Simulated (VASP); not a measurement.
Input of a VASP 6.6.1 run:

File INCAR:

```
SYSTEM = Os
PREC = Accurate
ENCUT = 520
EDIFF = 1E-7
ISMEAR = -1
SIGMA = 0.1
LREAL = .FALSE.
LASPH = .TRUE.
NELM = 80
ALGO = Normal
ISIF = 2
LWAVE = .FALSE.
LCHARG = .FALSE.
GGA = RE
NBANDS = 10
```

The input KPOINTS:

```
regular mesh
0
G
  16 16 16
  0 0 0
```

The input POSCAR:

```
Os
1.0
   -1.5504257626      1.5504257626      1.5504257626
    1.5504257626     -1.5504257626      1.5504257626
    1.5504257626      1.5504257626     -1.5504257626
Os
1
Direct
    0.0000000000      0.0000000000      0.0000000000
```

Potentials or basis: VASP PAW PBE potentials, release 64 (Os).

Launch:

```bash
$ cat potpaw_PBE.64/Os/POTCAR > POTCAR
$ mpirun -np 1 vasp_std > vasp.out
```

**Question.** What does it give for the pressure?

**Answer.** -0.1 GPa.

**Question.** Predict the band gap on the k mesh.

**Answer.** None (metal or under the smearing width).

Caveat: the PAW data sets were made with another functional, which shifts forces and pressure a little. Spin-orbit coupling is left out, which matters for the levels of Os.
